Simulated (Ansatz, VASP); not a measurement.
## C in VASP and in Ansatz

```
C
1.0
     0.00000    1.77894    1.77894
     1.77894    0.00000    1.77894
     1.77894    1.77894    0.00000
C
2
Direct
  0.00000 0.00000 0.00000
  0.25000 0.25000 0.25000
```

Alike in both runs: task single point; functional r2SCAN; dispersion rVV10; k mesh 14 × 14 × 14; occupations fermi-dirac, width 0.03 eV; no spin polarisation.

|  | VASP | Ansatz |
| --- | --- | --- |
| version | VASP 6.6.1 | Ansatz 0.2.0 |
| potentials or method | VASP PAW PBE potentials, release 64 (C) | plane waves, PAW |
| plane-wave cutoff (eV) | 520 | 500 |
| valence electrons in the cell | 8 | 8 |

VASP gave:

```
gap on the k mesh at the Fermi level (eV) : 4.31
pressure (GPa)                            : 1.1
```

Task: What did Ansatz give for the same quantities?

Result: gap on the k mesh at the Fermi level (eV): 4.34; pressure (GPa): 0.0.

Caveats: the PAW data sets were made with another functional, which shifts forces and pressure a little (VASP).
